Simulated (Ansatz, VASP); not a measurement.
## One calculation of AlRu, two programs

File INCAR:

```
SYSTEM = AlRu
PREC = Accurate
ENCUT = 520
EDIFF = 1E-6
ISMEAR = -1
SIGMA = 0.05
LREAL = .FALSE.
LASPH = .TRUE.
NELM = 80
ALGO = Normal
ISIF = 2
LWAVE = .FALSE.
LCHARG = .TRUE.
GGA = PS
LELF = .TRUE.
LVHAR = .TRUE.
NBANDS = 16
```

The input KPOINTS:

```
regular mesh
0
G
  12 12 12
  0 0 0
```

POSCAR

```
AlRu
1.0
    2.9815945741      0.0000000000      0.0000000000
    0.0000000000      2.9815945741      0.0000000000
    0.0000000000      0.0000000000      2.9815945741
Al Ru
1 1
Direct
    0.0000000000      0.0000000000      0.0000000000
    0.5000000000      0.5000000000      0.5000000000
```

Input for Ansatz:

```yaml
crystal:
  lattice:
    - [2.9815945741, 0.0, 0.0]
    - [0.0, 2.9815945741, 0.0]
    - [0.0, 0.0, 2.9815945741]
  atoms:
    - { symbol: Al, position: [0.0, 0.0, 0.0] }
    - { symbol: Ru, position: [0.5, 0.5, 0.5] }
kpoints:
  mp_grid: { grid: [12, 12, 12] }
  band_path:
    path:
      - [0.0, 0.0, 0.0]
      - [0.0, 0.5, 0.0]
      - [0.5, 0.5, 0.0]
      - [0.0, 0.0, 0.0]
      - [0.5, 0.5, 0.5]
      - [0.0, 0.5, 0.0]
      - [0.5, 0.5, 0.5]
      - [0.5, 0.5, 0.0]
    npoints: 5
scf:
  occupations: { method: fermi_dirac, width: 0.05 }
hamiltonian:
  xc: pbesol
  pseudopotentials: { kind: all_electron, lapw: { basis_error: 0.001 } }
output:
  forces: true
  stress: true
  eigenvalues: true
```

Change from the starting cell: volume scaled by 0.99.

Alike in both runs: task single point; functional PBEsol; k mesh 12 × 12 × 12; occupations fermi-dirac, width 0.05 eV; no spin polarisation.

```csv
,VASP,Ansatz
version,VASP 6.6.1,Ansatz 0.2.0
potentials or method,"VASP PAW PBE potentials, release 64 (Al, Ru_pv)","all-electron LAPW, scalar-relativistic"
plane-wave cutoff (eV),520,see its input
```

Ansatz gave:

- pressure (GPa): -1.3

Estimate VASP's values.

pressure (GPa): -1.2.

Ansatz ran all-electron here, so the differences hold the error of VASP's frozen core and of both bases.

Caveats: the PAW data sets were made with another functional, which shifts forces and pressure a little (VASP).
